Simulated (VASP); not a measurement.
# MgSe (Fm-3m) in VASP: equation of state

Aim: energy against volume of MgSe in PBE, for its equilibrium volume and stiffness.

All numbers are computed with VASP 6.6.1; they aren't measurements. Logs are shortened: lines on timing, memory, paths and dates and some standing lists are left out, and cuts for length are marked.

**1. The crystal as given**

The structure is cubic, space group Fm-3m (No. 225). The conventional cell has a = 5.451 Å, b = 5.451 Å, c = 5.451 Å, α = 90.00°, β = 90.00°, γ = 90.00°. Around Se (site symmetry m-3m) lie 6 Mg at 2.73 Å. Mg (site symmetry m-3m) has 6 Se at 2.73 Å as nearest neighbours.

**2. Equation of state, PBE, 19.03 Å³/atom (volume scaled by 0.94)**

Contents of INCAR:

```
SYSTEM = MgSe
PREC     = Accurate       ! precision mode
ENCUT    = 520            ! plane-wave cutoff, eV
EDIFF    = 1E-7           ! SCF threshold, eV
ISMEAR   = -1             ! smearing method
SIGMA    = 0.05           ! smearing width, eV
LREAL    = .False.        ! projectors in reciprocal space
LASPH    = .True.         ! aspherical terms in the spheres
NELM     = 80             ! most SCF steps
ALGO     = Normal         ! electronic algorithm
ISIF     = 2              ! what is computed and relaxed
LWAVE    = .False.        ! write WAVECAR
LCHARG   = .False.        ! write CHGCAR
GGA      = PE             ! functional
NBANDS   = 11             ! bands
```

Contents of KPOINTS:

```
Automatic mesh
0
Gamma
  8 8 8
  0 0 0
```

Contents of POSCAR:

```
MgSe
1.0
    0.0000000000      2.6698619393      2.6698619393
    2.6698619393      0.0000000000      2.6698619393
    2.6698619393      2.6698619393      0.0000000000
Se Mg
1 1
Direct
    0.5000000000      0.5000000000      0.5000000000
    0.0000000000      0.0000000000      0.0000000000
```

Potentials or basis: VASP PAW PBE potentials, release 64 (Se, Mg).

The run is started by

```
> cat potpaw_PBE.64/Se/POTCAR potpaw_PBE.64/Mg/POTCAR > POTCAR
> mpirun -np 1 vasp_std > vasp.out
```

OUTCAR:

```text
SYSTEM = MgSe
   PREC = Accurate
   ENCUT = 520
   EDIFF = 1E-7
   ISMEAR = -1
   LREAL = .False.
   LASPH = .True.
   NELM = 80
   ISIF = 2
   GGA = PE

 ion  position               nearest neighbor table
   1  0.500  0.500  0.500-   2 2.67   2 2.67   2 2.67   2 2.67   2 2.67   2 2.67
   2  0.000  0.000  0.000-   1 2.67   1 2.67   1 2.67   1 2.67   1 2.67   1 2.67

  LATTYP: Found a face centered cubic cell.
 ALAT       =     5.3397238786

  Lattice vectors:

 A1 = (   0.0000000000,   2.6698619393,   2.6698619393)
 A2 = (   2.6698619393,   0.0000000000,   2.6698619393)
 A3 = (   2.6698619393,   2.6698619393,   0.0000000000)

Analysis of symmetry for initial positions (statically):
=====================================================================
 Subroutine PRICEL returns:
 Original cell was already a primitive cell.

 Routine SETGRP: Setting up the symmetry group for a
 face centered cubic supercell.

 Subroutine GETGRP returns: Found 48 space group operations
 (whereof 48 operations were pure point group operations)
 out of a pool of 48 trial point group operations.

The static configuration has the point symmetry O_h .

Analysis of symmetry for dynamics (positions and initial velocities):
=====================================================================
 Subroutine PRICEL returns:
 Original cell was already a primitive cell.

 Routine SETGRP: Setting up the symmetry group for a
 face centered cubic supercell.

 Subroutine GETGRP returns: Found 48 space group operations
 (whereof 48 operations were pure point group operations)
 out of a pool of 48 trial point group operations.

The dynamic configuration has the point symmetry O_h .

 Subroutine INISYM returns: Found 48 space group operations
 (whereof 48 operations are pure point group operations),
 and found     1 'primitive' translations

----------------------------------------------------------------------------------------

                                     Primitive cell

  volume of cell :      38.0624

  direct lattice vectors                    reciprocal lattice vectors
     0.000000000  2.669861939  2.669861939    -0.187275601  0.187275601  0.187275601
     2.669861939  0.000000000  2.669861939     0.187275601 -0.187275601  0.187275601
     2.669861939  2.669861939  0.000000000     0.187275601  0.187275601 -0.187275601

  length of vectors
     3.775754964  3.775754964  3.775754964     0.324370856  0.324370856  0.324370856

  position of ions in fractional coordinates (direct lattice)
     0.500000000  0.500000000  0.500000000
     0.000000000  0.000000000  0.000000000

  ion indices of the primitive-cell ions
   primitive index   ion index
                 1           1
                 2           2

----------------------------------------------------------------------------------------

 KPOINTS: Automatic mesh

Automatic generation of k-mesh.
 Grid dimensions read from file:
 generate k-points for:    8    8    8

 Generating k-lattice:

  Cartesian coordinates                     Fractional coordinates (reciprocal lattice)
    -0.023409450  0.023409450  0.023409450     0.125000000  0.000000000  0.000000000
     0.023409450 -0.023409450  0.023409450     0.000000000  0.125000000  0.000000000
     0.023409450  0.023409450 -0.023409450     0.000000000  0.000000000  0.125000000

  Length of vectors
     0.040546357  0.040546357  0.040546357

  Shift w.r.t. Gamma in fractional coordinates (k-lattice)
     0.000000000  0.000000000  0.000000000

 Subroutine IBZKPT returns following result:
 ===========================================

 Found     29 irreducible k-points:

 Following reciprocal coordinates:
            Coordinates               Weight
  0.000000  0.000000  0.000000      1.000000
  0.125000  0.000000  0.000000      8.000000
  0.250000  0.000000  0.000000      8.000000
  0.375000  0.000000  0.000000      8.000000
  0.500000  0.000000  0.000000      4.000000
  0.125000  0.125000  0.000000      6.000000
[... 21 lines left out ...]
 -0.375000  0.500000  0.125000     12.000000
 -0.250000  0.500000  0.250000      6.000000
   k-points           NKPTS =     29   k-points in BZ     NKDIM =     29   number of bands    NBANDS=     11
   number of dos      NEDOS =    301   number of ions     NIONS =      2
   total plane-waves  NPLWV =  21952
   dimension x,y,z NGX =    28 NGY =   28 NGZ =   28
   dimension x,y,z NGXF=    56 NGYF=   56 NGZF=   56
   ions per type =               1   1
   NGX,Y,Z   is equivalent  to a cutoff of  12.33, 12.33, 12.33 a.u.
   NGXF,Y,Z  is equivalent  to a cutoff of  24.66, 24.66, 24.66 a.u.
 SYSTEM =  MgSe
   PREC   = accura    normal or accurate (medium, high low for compatibility)
   ISTART =      0    job   : 0-new  1-cont  2-samecut
   ICHARG =      2    charge: 1-file 2-atom 10-const
   ISPIN  =      1    spin polarized calculation?
   LNONCOLLINEAR =      F non collinear calculations
   LSORBIT =      F    spin-orbit coupling
   LASPH  =      T    aspherical Exc in radial PAW
   ENCUT  =  520.0 eV  38.22 Ry    6.18 a.u.   7.02  7.02  7.02*2*pi/ulx,y,z
   NELM   =     80;   NELMIN=  2; NELMDL= -5     # of ELM steps
   EDIFF  = 0.1E-06   stopping-criterion for ELM
   LREAL  =      F    real-space projection
   EDIFFG = 0.1E-05   stopping-criterion for IOM
   NSW    =      0    number of steps for IOM
   IBRION =     -1    ionic relax: 0-MD 1-quasi-New 2-CG
   NFREE  =      0    steps in history (QN), initial steepest desc. (CG)
   ISIF   =      2    stress and relaxation
   ISYM   =      2    0-nonsym 1-usesym 2-fastsym
   POTIM  = 0.5000    time-step for ionic-motion
   TEBEG  =    0.0;   TEEND  =   0.0 temperature during run
   PSTRESS=    0.0 pullay stress
   NELECT =       8.0000    total number of electrons
   NUPDOWN=      -1.0000    fix difference up-down
   EMIN   =  10.00;   EMAX   =-10.00  energy-range for DOS
   EFERMI =   0.00;   METHOD = LEGACY
   ISMEAR =    -1;   SIGMA  =   0.05  broadening in eV -4-tet -1-fermi 0-gaus
   EFERMI_NEDOS =   21; number of points for ismear=-14 and -15
   IALGO  =     38    algorithm
   IMIX   =      4    mixing-type and parameters
     AMIX     =   0.40;   BMIX     =  1.00
     AMIX_MAG =   1.60;   BMIX_MAG =  1.00
  volume/ion in A,a.u.               =      19.03       128.43
  Fermi-wavevector in a.u.,A,eV,Ry     =   0.973358  1.839380 12.890516  0.947426
  Thomas-Fermi vector in A             =   2.103731
   LORBIT       =      0    0 simple, 1 ext, 2 COOP (PROOUT), +10 PAW based schemes
   GGA     = PE    functional components
   LHFCALC =     F    Hartree Fock is set to
   AEXX    =    0.0000 exact exchange contribution
   IVDW    =     0    specifies the selected vdW correction
   LEPSILON=     F    determine dielectric tensor
   LRPA    =     F    only Hartree local field effects (RPA)
 non-spin polarized calculation
  energy-cutoff  :      520.00
  volume of cell :       38.06
 maximum number of plane-waves:      1036
   NGX = 13   NGY = 13   NGZ = 13

 number of electron       8.0000001 magnetization

 Free energy of the ion-electron system (eV)
  ---------------------------------------------------
  ext. energy  EPLUGINS =         0.00000000
  ---------------------------------------------------
  free energy    TOTEN  =        -7.41972644 eV

  energy without entropy =       -7.41972644  energy(sigma->0) =       -7.41972644

 E-fermi :   4.7159     XC(G=0):  -9.7427

 val. band max:        3.7713656660   @ k =   0.0000   0.0000   0.0000
 cond. band min:       5.6765765677   @ k =   0.5000   0.5000   0.0000
 fundamental gap:      1.9052109017
 Fermi energy:         4.7159063043

 k-point     1 :       0.0000    0.0000    0.0000
  band No.  band energies     occupation
      1      -9.5351      2.00000
      2       3.7714      2.00000
      3       3.7714      2.00000
      4       3.7714      2.00000
      5       6.8058      0.00000
      6      11.1522      0.00000
      7      11.1522      0.00000
      8      11.1522      0.00000
      9      13.8499      0.00000
     10      13.8499      0.00000
     11      14.8147      0.00000

 k-point     2 :       0.1250    0.0000    0.0000
  band No.  band energies     occupation
      1      -9.3871      2.00000
      2       2.5085      2.00000
      3       3.6557      2.00000
      4       3.6557      2.00000
      5       7.7390      0.00000
      6      10.8939      0.00000
      7      11.4137      0.00000
      8      11.4137      0.00000
      9      12.8822      0.00000
     10      12.8822      0.00000
     11      14.9183      0.00000

 k-point     3 :       0.2500    0.0000    0.0000
  band No.  band energies     occupation
      1      -8.9871      2.00000
      2       0.5841      2.00000
      3       3.4076      2.00000
      4       3.4076      2.00000
      5       8.0980      0.00000
      6      10.9245      0.00000
      7      10.9245      0.00000
      8      11.8953      0.00000
      9      13.4709      0.00000
     10      13.4709      0.00000
     11      14.0814      0.00000

 k-point     4 :       0.3750    0.0000    0.0000
  band No.  band energies     occupation
      1      -8.4997      2.00000
      2      -0.9338      2.00000
      3       3.1928      2.00000
      4       3.1928      2.00000
      5       7.8065      0.00000
      6      10.2024      0.00000
      7      10.2024      0.00000
      8      13.0128      0.00000
      9      14.3957      0.00000
     10      15.4855      0.00000
     11      15.4855      0.00000
[... 309 lines left out ...]
 k-point    27 :      -0.2500    0.3750    0.1250
  band No.  band energies     occupation
      1      -7.9838      2.00000
      2      -0.3642      2.00000
      3       0.4099      2.00000
      4       2.0764      2.00000
      5       8.3822      0.00000
      6      10.3727      0.00000
      7      11.5708      0.00000
      8      12.7498      0.00000
      9      15.4131      0.00000
     10      15.8823      0.00000
     11      19.1863      0.00000

 k-point    28 :      -0.3750    0.5000    0.1250
  band No.  band energies     occupation
      1      -7.8664      2.00000
      2      -0.5838      2.00000
      3       1.2007      2.00000
      4       1.3730      2.00000
      5       6.8399      0.00000
      6       8.7358      0.00000
      7      13.3079      0.00000
      8      14.5166      0.00000
      9      16.7790      0.00000
     10      18.6343      0.00000
     11      18.6367      0.00000

 k-point    29 :      -0.2500    0.5000    0.2500
  band No.  band energies     occupation
      1      -7.8451      2.00000
      2       0.1610      2.00000
      3       0.1610      2.00000
      4       1.0253      2.00000
      5       8.5542      0.00000
      6      10.9787      0.00000
      7      11.4256      0.00000
      8      11.4256      0.00000
      9      17.4690      0.00000
     10      17.4690      0.00000
     11      19.0846      0.00000

------------------------ aborting loop because EDIFF is reached ----------------------------------------

  FORCE on cell =-STRESS in cart. coord.  units (eV):
  Direction    XX          YY          ZZ          XY          YZ          ZX
  --------------------------------------------------------------------------------------
  -------------------------------------------------------------------------------------
  Total        1.6011875      1.6011875      1.6011875     -0.0000000     -0.0000000     -0.0000000
  in kB       67.3994512     67.3994512     67.3994512     -0.0000000     -0.0000000     -0.0000000
  external PRESSURE =      67.3994512 kB  Pullay stress =       0.0000000 kB

 VOLUME and BASIS-vectors are now :
 -----------------------------------------------------------------------------
  energy-cutoff  :      520.00
  volume of cell :       38.06
      direct lattice vectors                 reciprocal lattice vectors
     0.000000000  2.669861939  2.669861939    -0.187275601  0.187275601  0.187275601
     2.669861939  0.000000000  2.669861939     0.187275601 -0.187275601  0.187275601
     2.669861939  2.669861939  0.000000000     0.187275601  0.187275601 -0.187275601

 POSITION                                       TOTAL-FORCE (eV/Angst)
 -----------------------------------------------------------------------------------
      2.66986      2.66986      2.66986         0.000000      0.000000      0.000000
      0.00000      0.00000      0.00000        -0.000000     -0.000000      0.000000
 -----------------------------------------------------------------------------------
    total drift:                                0.000000      0.000000      0.000000

  FREE ENERGIE OF THE ION-ELECTRON SYSTEM (eV)
  ---------------------------------------------------
  free  energy   TOTEN  =        -7.4197264390 eV

  energy  without entropy=       -7.4197264388  energy(sigma->0) =       -7.41972644
```

Run time: 19 s. Hardware: 1 thread of AMD EPYC 7R43 (Zen 3), shared host; peak memory 0.12 GiB.

Results:

```yaml
Free_energy: -7.4197 eV
Pressure: 6.7 GPa
Band_gap_on_the_k_mesh: 1.91 eV, indirect (least direct gap 3.03 eV)
```

**3. Equation of state, PBE, 19.44 Å³/atom (volume scaled by 0.96)**

Contents of INCAR:

```
SYSTEM = MgSe
PREC = Accurate ; ENCUT = 520
EDIFF = 1E-7 ; ISMEAR = -1
SIGMA = 0.05 ; LREAL = .FALSE.
LASPH = .TRUE. ; NELM = 60
ALGO = Normal ; ISIF = 2
LWAVE = .FALSE. ; LCHARG = .FALSE.
GGA = PE ; NBANDS = 11
```

Contents of KPOINTS:

```
Automatic mesh
0
G
  8 8 8
  0 0 0
```

Contents of POSCAR:

```
MgSe
1.0
    0.0000000000      2.6886644034      2.6886644034
    2.6886644034      0.0000000000      2.6886644034
    2.6886644034      2.6886644034      0.0000000000
Se Mg
1 1
Direct
    0.5000000000      0.5000000000      0.5000000000
    0.0000000000      0.0000000000      0.0000000000
```

Potentials or basis: VASP PAW PBE potentials, release 64 (Se, Mg).

The run is started by

```
> cat potpaw_PBE.64/Se/POTCAR potpaw_PBE.64/Mg/POTCAR > POTCAR
> mpirun -np 1 vasp_std > vasp.out
```

Run time: 17 s. Hardware: 1 thread of AMD EPYC 7R43 (Zen 3), shared host; peak memory 0.13 GiB.

It converged, with:

| Item | Value |
| --- | --- |
| Free energy | -7.4492 eV |
| Pressure | 5.0 GPa |
| Band gap on the k mesh | 1.87 eV, indirect (least direct gap 2.88 eV) |

**4. Equation of state, PBE, 19.84 Å³/atom (volume scaled by 0.98)**

Contents of INCAR:

```
SYSTEM = MgSe
PREC     = Accurate       ! precision mode
ENCUT    = 520            ! plane-wave cutoff, eV
EDIFF    = 1E-7           ! SCF threshold, eV
ISMEAR   = -1             ! smearing method
SIGMA    = 0.05           ! smearing width, eV
LREAL    = .FALSE.        ! projectors in reciprocal space
LASPH    = .TRUE.         ! aspherical terms in the spheres
NELM     = 100            ! most SCF steps
ALGO     = Normal         ! electronic algorithm
ISIF     = 2              ! what is computed and relaxed
LWAVE    = .FALSE.        ! write WAVECAR
LCHARG   = .FALSE.        ! write CHGCAR
GGA      = PE             ! functional
NBANDS   = 11             ! bands
```

Contents of KPOINTS:

```
regular mesh
0
G
  8 8 8
  0 0 0
```

Contents of POSCAR:

```
MgSe
1.0
    0.0000000000      2.7072075025      2.7072075025
    2.7072075025      0.0000000000      2.7072075025
    2.7072075025      2.7072075025      0.0000000000
Se Mg
1 1
Direct
    0.5000000000      0.5000000000      0.5000000000
    0.0000000000      0.0000000000      0.0000000000
```

The run is started by

```
> cat potpaw_PBE.64/Se/POTCAR potpaw_PBE.64/Mg/POTCAR > POTCAR
> mpirun -np 1 vasp_std > vasp.out
```

Run time: 19 s. Hardware: 1 thread of AMD EPYC 7R43 (Zen 3), shared host; peak memory 0.12 GiB.

Results (log left out):

* Free energy: -7.4702 eV
* Pressure: 3.4 GPa
* Band gap on the k mesh: 1.84 eV, indirect (least direct gap 2.74 eV)

**5. Equation of state, PBE, 20.65 Å³/atom (volume scaled by 1.02)**

Contents of INCAR:

```
SYSTEM = MgSe
PREC = Accurate
ENCUT = 520
EDIFF = 1E-7
ISMEAR = -1
SIGMA = 0.05
LREAL = .FALSE.
LASPH = .TRUE.
NELM = 100
ALGO = Normal
ISIF = 2
LWAVE = .FALSE.
LCHARG = .FALSE.
GGA = PE
NBANDS = 11
```

Contents of KPOINTS:

```
Automatic mesh
0
G
  8 8 8
  0 0 0
```

Contents of POSCAR:

```
MgSe
1.0
    0.0000000000      2.7435501949      2.7435501949
    2.7435501949      0.0000000000      2.7435501949
    2.7435501949      2.7435501949      0.0000000000
Se Mg
1 1
Direct
    0.5000000000      0.5000000000      0.5000000000
    0.0000000000      0.0000000000      0.0000000000
```

The run is started by

```
> cat potpaw_PBE.64/Se/POTCAR potpaw_PBE.64/Mg/POTCAR > POTCAR
> mpirun -np 1 vasp_std > vasp.out
```

Run time: 19 s. Hardware: 1 thread of AMD EPYC 7R43 (Zen 3), shared host; peak memory 0.13 GiB.

Results (log left out):

* Free energy: -7.4897 eV
* Pressure: 0.6 GPa
* Band gap on the k mesh: 1.77 eV, indirect (least direct gap 2.47 eV)

**6. Equation of state, PBE, 21.06 Å³/atom (volume scaled by 1.04)**

Contents of INCAR:

```
  PREC = Accurate
  ENCUT = 520
  EDIFF = 1E-7
  ISMEAR = -1
  SIGMA = 0.05
  LREAL = False
  LASPH = True
  NELM = 60
  ALGO = Normal
  ISIF = 2
  LWAVE = False
  LCHARG = False
  GGA = PE
  NBANDS = 11
```

Contents of KPOINTS:

```
regular mesh
0
Gamma
  8 8 8
```

Contents of POSCAR:

```
MgSe
1.0
    0.0000000000      2.7613659551      2.7613659551
    2.7613659551      0.0000000000      2.7613659551
    2.7613659551      2.7613659551      0.0000000000
Se Mg
1 1
Direct
    0.5000000000      0.5000000000      0.5000000000
    0.0000000000      0.0000000000      0.0000000000
```

Potentials or basis: VASP PAW PBE potentials, release 64 (Se, Mg).

The run is started by

```
> cat potpaw_PBE.64/Se/POTCAR potpaw_PBE.64/Mg/POTCAR > POTCAR
> mpirun -np 1 vasp_std > vasp.out
```

It took 21 s on 1 thread of AMD EPYC 7R43 (Zen 3), shared host; peak memory 0.13 GiB.

Results (log left out):

```yaml
Free_energy: -7.4897 eV
Pressure: -0.6 GPa
Band_gap_on_the_k_mesh: 1.74 eV, indirect (least direct gap 2.34 eV)
```

**7. Equation of state, PBE, 21.46 Å³/atom (volume scaled by 1.06)**

Contents of INCAR:

```
PREC = Accurate
ENCUT = 520
EDIFF = 1E-7
ISMEAR = -1
SIGMA = 0.05
LREAL = False
LASPH = True
NELM = 60
ALGO = Normal
ISIF = 2
LWAVE = False
LCHARG = False
GGA = PE
NBANDS = 11
```

KPOINTS is that of step 6.

Contents of POSCAR:

```
MgSe
1.0
    0.0000000000      2.7789547475      2.7789547475
    2.7789547475      0.0000000000      2.7789547475
    2.7789547475      2.7789547475      0.0000000000
Se Mg
1 1
Direct
    0.5000000000      0.5000000000      0.5000000000
    0.0000000000      0.0000000000      0.0000000000
```

The run is started by

```
> cat potpaw_PBE.64/Se/POTCAR potpaw_PBE.64/Mg/POTCAR > POTCAR
> mpirun -np 1 vasp_std > vasp.out
```

Run time: 18 s. Hardware: 1 thread of AMD EPYC 7R43 (Zen 3), shared host; peak memory 0.13 GiB.

It converged, with:

```yaml
Free_energy: -7.4839 eV
Pressure: -1.7 GPa
Band_gap_on_the_k_mesh: 1.70 eV, indirect (least direct gap 2.22 eV)
```

**8. Equation of state, PBE**

No new run: the results of the series are fitted here.

Results:

| Item | Value |
| --- | --- |
| Equilibrium volume | 20.85 Å³/atom |
| Bulk modulus | 61 GPa |
| Pressure derivative of the bulk modulus | 4.1 |

Energy against volume, from the lowest point:
```tsv
volume (Å³/atom)	energy (meV/atom)
19.031	34.99
19.436	20.24
19.841	9.76
20.246	3.13
20.651	0.00
21.056	0.02
21.461	2.90
```

PBE usually gives volumes a little too large and moduli too small. Zero-point motion and thermal expansion aren't in these numbers.
